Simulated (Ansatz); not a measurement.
# BaO (rocksalt): the equilibrium volume

Aim: the volume at which the pressure of BaO (rocksalt) vanishes.

Computed with Ansatz 0.2.0 (DFT PBE, scalar-relativistic, plane waves, PAW, unless a step's input says otherwise).

## Step 1: The starting structure

It takes space group Fm-3m (No. 225, cubic). The conventional cell has a = 5.518 Å, b = 5.518 Å, c = 5.518 Å, α = 90.00°, β = 90.00°, γ = 90.00°. Ba (site symmetry m-3m) is surrounded by 6 O at 2.76 Å. O (site symmetry m-3m) has 6 Ba at 2.76 Å as nearest neighbours.

Structure file:

```xyz
2
Lattice="0.0000 2.7591 2.7591 2.7591 0.0000 2.7591 2.7591 2.7591 0.0000" Properties=species:S:1:pos:R:3 pbc="T T T"
Ba    2.7591    2.7591    2.7591
O     0.0000    0.0000    0.0000
```

## Step 2: At the starting volume

Input file input.yaml:

```yaml
crystal:
  lattice:
    - [0.0, 2.7591384909, 2.7591384909]
    - [2.7591384909, 0.0, 2.7591384909]
    - [2.7591384909, 2.7591384909, 0.0]
  atoms:
    - { symbol: Ba, position: [0.5, 0.5, 0.5] }
    - { symbol: O, position: [0.0, 0.0, 0.0] }
basis:
  ecutwfc: 420
  ecutrho_ratio: 4
kpoints:
  mp_grid: { grid: [10, 10, 10] }
hamiltonian:
  xc: pbe
scf:
  occupations: { method: gaussian, width: 0.05 }
output:
  forces: true
  stress: true
  eigenvalues: true
```

Launch:

```
$ ansatz run input.yaml --threads 8 --pin off --max-ram 15360MiB --backend cpu --events-out ev --progress --plain --runs-dir out
```

The runs that follow: A step to a new volume; Next volume: 21.644 Å³/atom.

Before running it: what results should come out? Wanted: volume; pressure; conventional cell; gap on the mesh.

**Answer**, as computed:

```
         quantity                                                                      value
           volume                                                             21.644 Å³/atom
         pressure                                                                   0.00 GPa
conventional cell  a = 5.574 Å, b = 5.574 Å, c = 5.574 Å, α = 90.00°, β = 90.00°, γ = 90.00°
  gap on the mesh                                                                    2.10 eV
```

**Reading.** From the first run shown, the volume went from 21.00 to 21.64 Å³/atom (+3.0 %) in 3 runs, where the pressure is zero within 0.01 GPa.

The gaps are Kohn-Sham values of a semilocal functional, not quasiparticle or optical gaps. Such gaps usually fall short of the measured ones.
